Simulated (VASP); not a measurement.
**Band gap of NaH at several levels of theory**

Aim: the gap of NaH on one structure at many levels of theory. The starting structure is a measured crystal structure from the Crystallography Open Database. Cell and atoms stay as given. Meshes and data sets differ where the inputs say so.

Method: Kohn-Sham DFT with plane waves and PAW; LDA, PBE, r2SCAN, TB-mBJ, HSE06, PBE0 and r2SCAN-EpsX, in VASP 6.6.1.

**1. Starting point**

The structure is cubic, space group Fm-3m (No. 225). Conventional cell: a = 4.880 Å, b = 4.880 Å, c = 4.880 Å, α = 90.00°, β = 90.00°, γ = 90.00°. Na has 6 H at 2.44 Å nearest. Nearest to H lie 6 Na at 2.44 Å. Farther neighbours are not listed.

As a file:

```xyz
2
Lattice="0.0000 2.4400 2.4400 2.4400 0.0000 2.4400 2.4400 2.4400 0.0000" Properties=species:S:1:pos:R:3 pbc="T T T"
Na    0.0000    0.0000    0.0000
H     2.4400    2.4400    2.4400
```

**2. Bands with LDA**

LDA, the lowest rung, knows the local density alone.

Contents of INCAR:

```
SYSTEM = NaH
PREC = Accurate
ENCUT = 350
EDIFF = 1E-06
NELM = 100
ISMEAR = 0
SIGMA = 0.03
LREAL = .FALSE.
ALGO = Normal
GGA = CA
NBANDS = 16
LORBIT = 11
LWAVE = .FALSE.
LCHARG = .FALSE.
KPAR = 4
LASPH = .TRUE.
```

Contents of POSCAR:

```
NaH
1.0
    0.0000000000      2.4400000000      2.4400000000
    2.4400000000      0.0000000000      2.4400000000
    2.4400000000      2.4400000000      0.0000000000
Na H
1 1
Direct
    0.0000000000      0.0000000000      0.0000000000
    0.5000000000      0.5000000000      0.5000000000
```

Contents of KPOINTS:

```
Automatic mesh
0
Gamma
8 8 8
0 0 0
```

Contents of KPOINTS_OPT:

```
Line mode
10
Line-mode
Reciprocal
  0.00000000   0.00000000   0.00000000 GAMMA
  0.50000000   0.00000000   0.50000000 X

  0.50000000   0.00000000   0.50000000 X
  0.50000000   0.25000000   0.75000000 W

  0.50000000   0.25000000   0.75000000 W
  0.37500000   0.37500000   0.75000000 K

  0.37500000   0.37500000   0.75000000 K
  0.00000000   0.00000000   0.00000000 GAMMA

  0.00000000   0.00000000   0.00000000 GAMMA
  0.50000000   0.50000000   0.50000000 L

  0.50000000   0.50000000   0.50000000 L
  0.62500000   0.25000000   0.62500000 U

  0.62500000   0.25000000   0.62500000 U
  0.50000000   0.25000000   0.75000000 W

  0.50000000   0.25000000   0.75000000 W
  0.50000000   0.50000000   0.50000000 L

  0.50000000   0.50000000   0.50000000 L
  0.37500000   0.37500000   0.75000000 K

  0.62500000   0.25000000   0.62500000 U
  0.50000000   0.00000000   0.50000000 X
```

The projector-augmented-wave data sets are Na_pv and H (LDA family, release 64).

The run is started by

```
mpirun -np 4 vasp_std
```

What it wrote:

```text
[banner, memory and clock lines left out]
running    4 mpi-ranks, on    1 nodes
 distrk:  each k-point on    1 cores,    4 groups
 distr:  one band on    1 cores,    1 groups

 POSCAR found type information on POSCAR NaH
 POSCAR found :  2 types and       2 ions
 LDA part: xc-table for (Slater(with rela. corr.)+CA(PZ))
 , standard interpolation
 POSCAR, INCAR and KPOINTS ok, starting setup
 FFT: planning ... GRIDC
 FFT: planning ... GRID_SOFT
 FFT: planning ... GRID
 WAVECAR not read
 entering main loop
       N       E                     dE             d eps       ncg     rms          rms(c)
DAV:   1     0.450953133781E+02    0.45095E+02   -0.32081E+03   968   0.386E+02
DAV:   2    -0.414783582181E+01   -0.49243E+02   -0.47894E+02  1088   0.157E+02
DAV:   3    -0.576962196498E+01   -0.16218E+01   -0.16208E+01  1184   0.251E+01
DAV:   4    -0.577681926762E+01   -0.71973E-02   -0.71972E-02  1080   0.171E+00
DAV:   5    -0.577685790466E+01   -0.38637E-04   -0.38637E-04  1168   0.125E-01    0.295E+00
DAV:   6    -0.546010309653E+01    0.31675E+00   -0.28848E-01  1080   0.191E+00    0.136E+00
DAV:   7    -0.537232623530E+01    0.87777E-01   -0.26546E-01  1040   0.133E+00    0.321E-01
DAV:   8    -0.537359809454E+01   -0.12719E-02   -0.72348E-03  1104   0.652E-01    0.681E-02
DAV:   9    -0.537335881542E+01    0.23928E-03   -0.11046E-03  1232   0.247E-01    0.250E-02
DAV:  10    -0.537333939720E+01    0.19418E-04   -0.70745E-05  1056   0.289E-02    0.254E-03
DAV:  11    -0.537333979610E+01   -0.39890E-06   -0.15518E-06  1072   0.487E-03
   1 F= -.53733398E+01 E0= -.53733398E+01  d E =-.359922E-17
 Start KPOINTS_OPT (optional k-point list driver)
k-point batch [1-29\100]
       N       E                     dE             ncg
DAV:   1    -0.278063183681E+04   -0.91976E+04      936
DAV:   2    -0.417711452339E+04   -0.13965E+04     1048
DAV:   3    -0.422084269200E+04   -0.43728E+02     1224
DAV:   4    -0.422104447979E+04   -0.20179E+00     1048
DAV:   5    -0.422104568032E+04   -0.12005E-02     1264
DAV:   6    -0.422104569230E+04   -0.11985E-04     1040
DAV:   7    -0.422104569243E+04   -0.12900E-06     1048
[...]
k-point batch [88-100\100]
       N       E                     dE             ncg
DAV:   1     0.245201036209E+04   -0.49707E+04      416
DAV:   2     0.178111256241E+04   -0.67090E+03      448
DAV:   3     0.175942998396E+04   -0.21683E+02      576
DAV:   4     0.175933733122E+04   -0.92653E-01      440
DAV:   5     0.175933683175E+04   -0.49947E-03      624
DAV:   6     0.175933682722E+04   -0.45217E-05      456
DAV:   7     0.175933682718E+04   -0.44517E-07      528
```

Elapsed: 7.2 s, on 4 MPI ranks of AMD EPYC 7R43, shared host; peak memory 0.38 GiB; 26 s of CPU time.

The logs omit lines about the potential files and the build; timing stands in the text.

From OUTCAR (step 2):

```text
ion  position               nearest neighbor table
   1  0.000  0.000  0.000-
   2  0.500  0.500  0.500-

  LATTYP: Found a face centered cubic cell.
 ALAT       =     4.8800000000

 Subroutine GETGRP returns: Found 48 space group operations
 (whereof 48 operations were pure point group operations)

The static configuration has the point symmetry O_h .

 Found     29 irreducible k-points:

   k-points           NKPTS =     29   k-points in BZ     NKDIM =     29   number of bands    NBANDS=     16

   dimension x,y,z NGX =    24 NGY =   24 NGZ =   24
   dimension x,y,z NGXF=    48 NGYF=   48 NGZF=   48

   ENCUT  =  350.0 eV  25.72 Ry    5.07 a.u.   5.26  5.26  5.26*2*pi/ulx,y,z

   NELECT =       8.0000    total number of electrons

 k-points in reciprocal lattice and weights: Automatic mesh
   0.00000000  0.00000000  0.00000000       0.002
   0.12500000  0.00000000  0.00000000       0.016
   0.25000000  0.00000000  0.00000000       0.016
   0.37500000  0.00000000  0.00000000       0.016
   0.50000000  0.00000000  0.00000000       0.008
   0.12500000  0.12500000  0.00000000       0.012
   0.25000000  0.12500000  0.00000000       0.047
   0.37500000  0.12500000  0.00000000       0.047
   0.50000000  0.12500000  0.00000000       0.047
[...]
-0.37500000  0.50000000  0.12500000       0.023
  -0.25000000  0.50000000  0.25000000       0.012

 average (electrostatic) potential at core
       1 -47.9490       2 -34.1620

 E-fermi :  -1.1338

 k-point     1 :       0.0000    0.0000    0.0000
  band No.  band energies     occupation
      1     -23.5228      2.00000
      2     -23.5228      2.00000
      3     -23.5228      2.00000
      4      -5.0089      2.00000
      5       8.8400      0.00000
      6      13.6703      0.00000
      7      13.6703      0.00000
      8      13.6703      0.00000
      9      14.5792      0.00000
    ...

 k-point     2 :       0.1250    0.0000    0.0000
  band No.  band energies     occupation
      1     -23.5361      2.00000
      2     -23.5245      2.00000
      3     -23.5245      2.00000
      4      -4.7422      2.00000
      5       7.9348      0.00000
      6      11.1579      0.00000
      7      12.9013      0.00000
      8      12.9013      0.00000
      9      15.5545      0.00000
    ...

 k-point     3 :       0.2500    0.0000    0.0000
  band No.  band energies     occupation
      1     -23.5675      2.00000
      2     -23.5283      2.00000
      3     -23.5283      2.00000
      4      -3.9788      2.00000
      5       5.5740      0.00000
      6       9.7831      0.00000
      7      12.1547      0.00000
      8      12.1547      0.00000
      9      15.4414      0.00000
    ...

  Total       -0.5734593     -0.5734593     -0.5734593     -0.0000000      0.0000000      0.0000000
  in kB      -31.6237722    -31.6237722    -31.6237722     -0.0000000      0.0000000      0.0000000
  external PRESSURE =     -31.6237722 kB  Pullay stress =       0.0000000 kB

  energy-cutoff  :      350.00
  volume of cell :       29.05
      direct lattice vectors                 reciprocal lattice vectors
     0.000000000  2.440000000  2.440000000    -0.204918033  0.204918033  0.204918033
     2.440000000  0.000000000  2.440000000     0.204918033 -0.204918033  0.204918033
     2.440000000  2.440000000  0.000000000     0.204918033  0.204918033 -0.204918033

 POSITION                                       TOTAL-FORCE (eV/Angst)
 -----------------------------------------------------------------------------------
      0.00000      0.00000      0.00000        -0.000000     -0.000000     -0.000000
      2.44000      2.44000      2.44000         0.000000      0.000000      0.000000
 -----------------------------------------------------------------------------------
    total drift:                                0.000000     -0.000000     -0.000000

  FREE ENERGIE OF THE ION-ELECTRON SYSTEM (eV)
  ---------------------------------------------------
  free  energy   TOTEN  =        -5.3733397961 eV

  energy  without entropy=       -5.3733397961  energy(sigma->0) =       -5.37333980

 total charge
# of ion       s       p       d       tot
------------------------------------------
    1        0.063   5.984   0.000   6.047
    2        0.489   0.000   0.000   0.489
--------------------------------------------------
tot          0.551   5.985   0.000   6.536

[... 3 further parts left out ...]
```

At this level the cell is under a tension of 3.2 GPa, so at these settings it is away from equilibrium.

LDA gives a least gap of 3.358 eV, and a least direct gap of 4.257 eV.

**3. Bands with PBE**

PBE, the usual starting point, adds the gradient of the density.

INCAR, as its differences from that of step 2:

```diff
@@ -9,3 +9,3 @@
 ALGO = Normal
-GGA = CA
+GGA = PE
 NBANDS = 16
```

POSCAR is that of step 2.

KPOINTS is that of step 2.

KPOINTS_OPT is that of step 2.

Potentials, in the order of the species: Na_pv and H (PBE family, release 64).

The run is started by

```
mpirun -np 4 vasp_std
```

What it wrote:

```text
[banner, memory and clock lines left out]
running    4 mpi-ranks, on    1 nodes
[...]
LDA part: xc-table for (Slater+PW92), standard interpolation
 POSCAR, INCAR and KPOINTS ok, starting setup
[...]
entering main loop
       N       E                     dE             d eps       ncg     rms          rms(c)
DAV:   1     0.455001369852E+02    0.45500E+02   -0.32263E+03   968   0.395E+02
DAV:   2    -0.381457034742E+01   -0.49315E+02   -0.47937E+02  1104   0.160E+02
DAV:   3    -0.549004171944E+01   -0.16755E+01   -0.16744E+01  1144   0.256E+01
DAV:   4    -0.549766611990E+01   -0.76244E-02   -0.76243E-02  1104   0.176E+00
[...]
DAV:  10    -0.508185021372E+01    0.75222E-05   -0.70344E-05  1104   0.339E-02    0.444E-03
DAV:  11    -0.508185252398E+01   -0.23103E-05   -0.41385E-06  1096   0.552E-03    0.282E-03
DAV:  12    -0.508185249099E+01    0.32983E-07   -0.12217E-07   632   0.186E-03
   1 F= -.50818525E+01 E0= -.50818525E+01  d E =-.976492E-14
 Start KPOINTS_OPT (optional k-point list driver)
k-point batch [1-29\100]
       N       E                     dE             ncg
DAV:   1    -0.272587525308E+04   -0.91428E+04      952
DAV:   2    -0.413576093410E+04   -0.14099E+04     1056
DAV:   3    -0.418169408065E+04   -0.45933E+02     1184
DAV:   4    -0.418191761207E+04   -0.22353E+00     1096
DAV:   5    -0.418191903738E+04   -0.14253E-02     1224
DAV:   6    -0.418191905237E+04   -0.14993E-04     1072
DAV:   7    -0.418191905254E+04   -0.16864E-06      992
[...]
k-point batch [88-100\100]
       N       E                     dE             ncg
DAV:   1     0.247709213701E+04   -0.49456E+04      424
DAV:   2     0.179931291215E+04   -0.67778E+03      448
DAV:   3     0.177619552809E+04   -0.23117E+02      568
DAV:   4     0.177609037896E+04   -0.10515E+00      456
DAV:   5     0.177608978187E+04   -0.59709E-03      600
DAV:   6     0.177608977632E+04   -0.55516E-05      464
DAV:   7     0.177608977626E+04   -0.55101E-07      488
```

Run time: 7.8 s. Hardware: 4 MPI ranks; peak memory 0.42 GiB.

From OUTCAR (step 3):

```text
  Total       -0.2172562     -0.2172562     -0.2172562      0.0000000      0.0000000      0.0000000
  in kB      -11.9807296    -11.9807296    -11.9807296      0.0000000      0.0000000      0.0000000
  external PRESSURE =     -11.9807296 kB  Pullay stress =       0.0000000 kB

  FREE ENERGIE OF THE ION-ELECTRON SYSTEM (eV)
  ---------------------------------------------------
  free  energy   TOTEN  =        -5.0818524910 eV

  energy  without entropy=       -5.0818524910  energy(sigma->0) =       -5.08185249

[... 3 parts as in an earlier step ...]

[... 1 further part left out ...]
[key lines of the parts left out:]
E-fermi :  -1.0548
```

PBE gives a least gap of 3.706 eV, and a least direct gap of 4.548 eV. The least gap is +0.348 eV from that of LDA.

**4. Bands with r2SCAN**

r2SCAN adds the kinetic-energy density, costs more than a GGA and is run with LASPH.

INCAR, as its differences from that of step 3:

```diff
@@ -9,3 +9,4 @@
 ALGO = Normal
-GGA = PE
+METAGGA = R2SCAN
+LASPH = .TRUE.
 NBANDS = 16
@@ -15,2 +16 @@
 KPAR = 4
-LASPH = .TRUE.
```

POSCAR is that of step 3.

KPOINTS is that of step 3.

KPOINTS_OPT is that of step 3.

The run is started by

```
mpirun -np 4 vasp_std
```

What it wrote:

```text
[banner, memory and clock lines left out]
running    4 mpi-ranks, on    1 nodes
[...]
|                                                                             |
|               ----> ADVICE to this user running VASP <----                  |
|                                                                             |
|     You enforced a specific xc type in the INCAR file but a different       |
|     [... a line on the potential file left out ...]
|     I HOPE YOU KNOW WHAT YOU ARE DOING!                                     |
|                                                                             |

 LDA part: xc-table for (None), standard interpolation
 POSCAR, INCAR and KPOINTS ok, starting setup
[...]
entering main loop
       N       E                     dE             d eps       ncg     rms          rms(c)
DAV:   1     0.449315836694E+02    0.44932E+02   -0.33151E+03   968   0.408E+02
DAV:   2    -0.662012325900E+01   -0.51552E+02   -0.50084E+02  1048   0.166E+02
[...]
DAV:  12    -0.758980820557E+01   -0.13310E-04   -0.13727E-07   888   0.218E-03    0.868E-04
DAV:  13    -0.758980963114E+01   -0.14256E-05   -0.71124E-08   632   0.279E-03    0.341E-04
DAV:  14    -0.758980954256E+01    0.88578E-07   -0.37918E-09   600   0.324E-04
   1 F= -.75898095E+01 E0= -.75898095E+01  d E =-.239299E-30
 Start KPOINTS_OPT (optional k-point list driver)
k-point batch [1-29\100]
       N       E                     dE             ncg
DAV:   1    -0.287606612673E+04   -0.92930E+04      960
DAV:   2    -0.434824017844E+04   -0.14722E+04     1040
DAV:   3    -0.439741293967E+04   -0.49173E+02     1232
DAV:   4    -0.439767425021E+04   -0.26131E+00     1080
DAV:   5    -0.439767611817E+04   -0.18680E-02     1264
DAV:   6    -0.439767614104E+04   -0.22868E-04     1104
DAV:   7    -0.439767614134E+04   -0.29605E-06     1088
[...]
k-point batch [88-100\100]
       N       E                     dE             ncg
DAV:   1     0.241365969321E+04   -0.50090E+04      424
DAV:   2     0.170360449820E+04   -0.71006E+03      456
DAV:   3     0.167917249792E+04   -0.24432E+02      584
DAV:   4     0.167905401348E+04   -0.11848E+00      448
DAV:   5     0.167905321689E+04   -0.79659E-03      616
DAV:   6     0.167905320766E+04   -0.92311E-05      464
DAV:   7     0.167905320754E+04   -0.11436E-06      520
```

Wall time 33 s (4 MPI ranks); peak memory 0.44 GiB; 2.2 min of CPU time.

From OUTCAR (step 4):

```text
  Total       -0.3545558     -0.3545558     -0.3545558      0.0000000     -0.0000000     -0.0000000
  in kB      -19.5522034    -19.5522034    -19.5522034      0.0000000     -0.0000000     -0.0000000
  external PRESSURE =     -19.5522034 kB  Pullay stress =       0.0000000 kB

  FREE ENERGIE OF THE ION-ELECTRON SYSTEM (eV)
  ---------------------------------------------------
  free  energy   TOTEN  =        -7.5898095426 eV

  energy  without entropy=       -7.5898095426  energy(sigma->0) =       -7.58980954

[... 3 parts as in an earlier step ...]

[... 1 further part left out ...]
[key lines of the parts left out:]
E-fermi :  -1.2989
```

r2SCAN gives a least gap of 4.313 eV, and a least direct gap of 5.134 eV. The least gap is +0.955 eV from that of LDA.

**5. Bands with TB-mBJ**

TB-mBJ is a local potential fitted to gaps: it costs far less than a hybrid but gives no energy. Its energies, forces and stress mean nothing.

INCAR, as its differences from that of step 4:

```diff
@@ -4,3 +4,3 @@
 EDIFF = 1E-06
-NELM = 100
+NELM = 150
 ISMEAR = 0
@@ -9,3 +9,3 @@
 ALGO = Normal
-METAGGA = R2SCAN
+METAGGA = MBJ
 LASPH = .TRUE.
```

POSCAR is that of step 4.

KPOINTS is that of step 4.

KPOINTS_OPT is that of step 4.

The run is started by

```
mpirun -np 4 vasp_std
```

What it wrote:

```text
[banner, memory and clock lines left out]
running    4 mpi-ranks, on    1 nodes
[...]
[... a notice as in an earlier step ...]

 LDA part: xc-table for (None), standard interpolation
 POSCAR, INCAR and KPOINTS ok, starting setup
[...]
entering main loop
       N       E                     dE             d eps       ncg     rms          rms(c)
DAV:   1     0.669376156392E+02    0.66938E+02   -0.31092E+03   968   0.388E+02
DAV:   2     0.179067156144E+02   -0.49031E+02   -0.47554E+02  1080   0.159E+02
DAV:   3     0.163934008872E+02   -0.15133E+01   -0.15122E+01  1208   0.238E+01
DAV:   4     0.163866702580E+02   -0.67306E-02   -0.67305E-02  1032   0.163E+00
[...]
DAV:   8     0.181626138446E+02    0.21083E+01   -0.14516E+00  1048   0.325E+00    0.390E+00
DAV:   9     0.215765780010E+02    0.34140E+01   -0.48023E+01   936   0.322E+01    0.291E+00
DAV:  10     0.205893811524E+02   -0.98720E+00   -0.86030E+01   928   0.716E+01    0.363E+00
[... 130 further cycles ...]
[...]
|     density mixing parameters otherwise.                                    |
|                                                                             |

   1 F= 0.19205666E+02 E0= 0.19205666E+02  d E =-.169870E-21
 Start KPOINTS_OPT (optional k-point list driver)
k-point batch [1-29\100]
       N       E                     dE             ncg
DAV:   1    -0.232760993584E+04   -0.87446E+04      976
DAV:   2    -0.380269663068E+04   -0.14751E+04     1024
DAV:   3    -0.385584165037E+04   -0.53145E+02     1200
DAV:   4    -0.385621331700E+04   -0.37167E+00     1096
DAV:   5    -0.385621703009E+04   -0.37131E-02     1248
DAV:   6    -0.385621709325E+04   -0.63157E-04     1104
DAV:   7    -0.385621709446E+04   -0.12151E-05     1016
DAV:   8    -0.385621709459E+04   -0.12292E-06      920
[...]
k-point batch [88-100\100]
       N       E                     dE             ncg
DAV:   1     0.263586087673E+04   -0.47868E+04      424
DAV:   2     0.193811536725E+04   -0.69775E+03      472
DAV:   3     0.191468922350E+04   -0.23426E+02      544
DAV:   4     0.191454645770E+04   -0.14277E+00      520
DAV:   5     0.191454521652E+04   -0.12412E-02      552
DAV:   6     0.191454519860E+04   -0.17915E-04      496
DAV:   7     0.191454519834E+04   -0.26552E-06      448
```

The job ended after 68 s (4 MPI ranks; peak memory 0.44 GiB).

Parts of OUTCAR (step 5):

```text
  Total      -38.4202877    -38.4202877    -38.4202877      0.0000000      0.0000000      0.0000000
  in kB    -2118.7109954  -2118.7109954  -2118.7109954      0.0000000      0.0000000      0.0000000
  external PRESSURE =   -2118.7109954 kB  Pullay stress =       0.0000000 kB

 POSITION                                       TOTAL-FORCE (eV/Angst)
 -----------------------------------------------------------------------------------
      0.00000      0.00000      0.00000         0.000000      0.000000      0.000000
      2.44000      2.44000      2.44000         0.000000     -0.000000      0.000000
 -----------------------------------------------------------------------------------
    total drift:                               -0.000000      0.000000      0.000000

  FREE ENERGIE OF THE ION-ELECTRON SYSTEM (eV)
  ---------------------------------------------------
  free  energy   TOTEN  =        19.2056658055 eV

  energy  without entropy=       19.2056658055  energy(sigma->0) =       19.20566581

[... 2 parts as in an earlier step ...]

[... 1 further part left out ...]
[key lines of the parts left out:]
E-fermi :   0.4293
```

The log as kept lacks single lines of electronic cycles.

The electronic loop didn't reach EDIFF within its 150 cycles (NELM).

(Part 1 of 2 ends here.)

[Lines on the potential files, build, host, timing and source positions are cut from VASP's logs without a mark.]

[Logs are printed without paths, hosts, clocks, repeated set-up lines and the standing remarks that a program may print on its own settings, such as how far it seeks lower states.]

[Hosts, paths, dates, database ids (printed as entryN), source tags and the programs' standing remarks are cut or masked in the printed files.]
